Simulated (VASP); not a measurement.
Wanted: the native input for a VASP 6.6.1 run.

```yaml
Task: relaxation of cell and atoms
Functional: PBE
Potentials_or_basis: VASP PAW PBE potentials, release 64 (Ti, Al)
Cutoff: 300 eV
k_mesh: 7 × 7 × 7
Occupations: methfessel-paxton, width 0.1 eV
Spin: no spin polarisation
Further_INCAR_settings: ALGO = Normal; EDIFF = 1e-06; IBRION = 2; EDIFFG = -0.01; NSW = 90; ISIF = 3
```

The structure of TiAl3 lies in POSCAR:

```
TiAl3
1.0
   -1.9111067713      1.9111067713      4.2806687947
    1.9111067713     -1.9111067713      4.2806687947
    1.9111067713      1.9111067713     -4.2806687947
Ti Al
1 3
Direct
    0.0000000000      0.0000000000      0.0000000000
    0.5000000000      0.5000000000      0.0000000000
    0.7500000000      0.2500000000      0.5000000000
    0.2500000000      0.7500000000      0.5000000000
```

The cell comes from a database or a generator and needn't be the stable form of this composition.

One way to write it, as run:

INCAR

```
SYSTEM = TiAl3
ALGO = Normal
EDIFF = 1E-6
EDIFFG = -0.01
ENCUT = 300
GGA = PE
IBRION = 2
ISIF = 3
ISMEAR = 1
LASPH = .TRUE.
LCHARG = .FALSE.
LREAL = .FALSE.
LWAVE = .FALSE.
NELM = 80
NSW = 90
PREC = Accurate
SIGMA = 0.1
```

KPOINTS

```
k-points
0
G
  7 7 7
  0 0 0
```

Potentials or basis: VASP PAW PBE potentials, release 64 (Ti, Al).

Run with:

```sh
$ cat potpaw_PBE.64/Ti/POTCAR potpaw_PBE.64/Al/POTCAR > POTCAR
$ mpirun -np 1 vasp_std > vasp.out
```

Results of the run:

The relaxed volume is 15.89 Å³/atom. The relaxed cell is a = 5.096 Å, b = 5.096 Å, c = 5.096 Å, α = 135.74°, β = 135.74°, γ = 64.38°. The space group after relaxing (to 0.05 Å) is I4/mmm (No. 139), the energy gained by relaxing is 1.4 meV/atom and the ionic steps are 5. The pressure after relaxing is 0.0 GPa and the band gap on the k mesh is none (metal or under the smearing width).

Wall time 43 s on 1 thread of Intel(R) Xeon(R) Platinum 8259CL CPU @ 2.50GHz (Skylake/Cascade Lake), with other jobs on the host, peak memory 0.17 GiB.
